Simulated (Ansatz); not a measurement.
**MoS (NiAs-type structure)**

Computed with Ansatz (plane waves, PAW, 420 eV cutoff): PBE, scalar-relativistic, collinear spin, Γ-centred 10×10×6 mesh, 0.05 eV Gaussian smearing. The datasets are Ansatz's generated set soft_2.

```xyz
4
Lattice="3.7418 0.0000 0.0000 -1.8709 3.2405 0.0000 0.0000 0.0000 5.2106" Properties=species:S:1:pos:R:3 pbc="T T T"
Mo    0.0000    0.0000    0.0000
Mo    0.0000    0.0000    2.6053
S     0.0000    2.1603    1.3027
S     1.8709    1.0802    3.9080
```

This is a trial structure made by placing the elements on a prototype's sites, so it needn't be the stable form.

The geometry is fixed. Moments are started on Mo in several ways. Signs follow the order of those atoms. q is the propagation vector of an order in a doubled cell, in units of this cell's reciprocal vectors; doubled cells take an equivalent mesh or are counted from a ferromagnetic run in the same cell, unless said otherwise. Energies count from the first row, the state in which the cell was relaxed.

The starts:
- ferromagnetic
- no spin polarisation
- antiferromagnetic in the cell, signs +-
- antiparallel, q = (0, 0, 1/2), signs ++--
- antiparallel, q = (0, 1/2, 0), signs ++--
- small parallel moments

(1) Which start ends lowest, and how far above it lies the solution without spin polarisation?

Answer:

(1) No start ends more than 0.5 meV/atom under the solution without spin polarisation, so no stable magnetic order is resolved.

```tsv
start	largest typed moment (μB)	ΔE (meV/atom)	gap on the mesh (eV)	P (GPa)	final spin moments (μB)
ferromagnetic	3.00	0.0	metal	0.0	none
no spin polarisation	0.00	0.0	metal	0.0	none
antiferromagnetic in the cell, signs +-	3.00	-0.2	metal	0.0	Mo 0.10, -0.10
antiparallel, q = (0, 0, 1/2), signs ++--	3.00	0.0	metal	0.0	none
antiparallel, q = (0, 1/2, 0), signs ++--	3.00	0.0	metal	0.0	none
small parallel moments	0.50	0.0	metal	0.0	none
```

1 further start is left out (unconverged or without a whole record).

The moments vanished in: ferromagnetic; antiparallel, q = (0, 0, 1/2), signs ++--; antiparallel, q = (0, 1/2, 0), signs ++--; small parallel moments.

Only orders that fit these small cells were tried, so the real crystal's order may be another.
